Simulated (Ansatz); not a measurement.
# GaP: a sublattice displacement scan

Computed with Ansatz 0.2.0 (DFT PBEsol, scalar-relativistic, plane waves, PAW, unless a step's input says otherwise).

### Step 1. The system as given

The structure is trigonal, space group R-3m (No. 166). Conventional cell: a = 3.886 Å, b = 3.886 Å, c = 19.292 Å, α = 90.00°, β = 90.00°, γ = 120.00°. Around Ga (site symmetry 3m) lie 3 P at 2.40 Å and 1 Ga at 2.49 Å. Around P (site symmetry 3m) lie 1 P at 2.21 Å and 3 Ga at 2.40 Å.

Coordinates:

```
CELL_PARAMETERS angstrom
1.94302 1.12180 6.43081
-1.94302 1.12180 6.43081
0.00000 -2.24360 6.43081
ATOMIC_POSITIONS crystal
Ga 0.43537 0.43537 0.43537
Ga 0.56463 0.56463 0.56463
P 0.05739 0.05739 0.05739
P 0.94261 0.94261 0.94261
```

The structure comes from the Materials Project (structure only). Such an entry need not be the stable form.

### Step 2. Quick check of gap, pressure and forces

input.yaml reads:

```yaml
crystal:
  lattice:
    - [1.9430151755, 1.1218003346, 6.4308101003]
    - [-1.9430151755, 1.1218003346, 6.4308101003]
    - [0.0, -2.2436006692, 6.4308101003]
  atoms:
    - { symbol: Ga, position: [0.435372, 0.435372, 0.435372] }
    - { symbol: Ga, position: [0.564628, 0.564628, 0.564628] }
    - { symbol: P, position: [0.057389, 0.057389, 0.057389] }
    - { symbol: P, position: [0.942611, 0.942611, 0.942611] }
basis:
  ecutwfc: 420
kpoints:
  mp_grid: { grid: [6, 6, 6] }
hamiltonian:
  xc: pbesol
scf:
  occupations: { method: gaussian, width: 0.1 }
output:
  forces: true
  stress: true
  eigenvalues: true
```

Q: Estimate wall time and peak memory on 1 thread of an Arm CPU, shared host.

About 3.6 s, with a peak of 0.35 GiB.
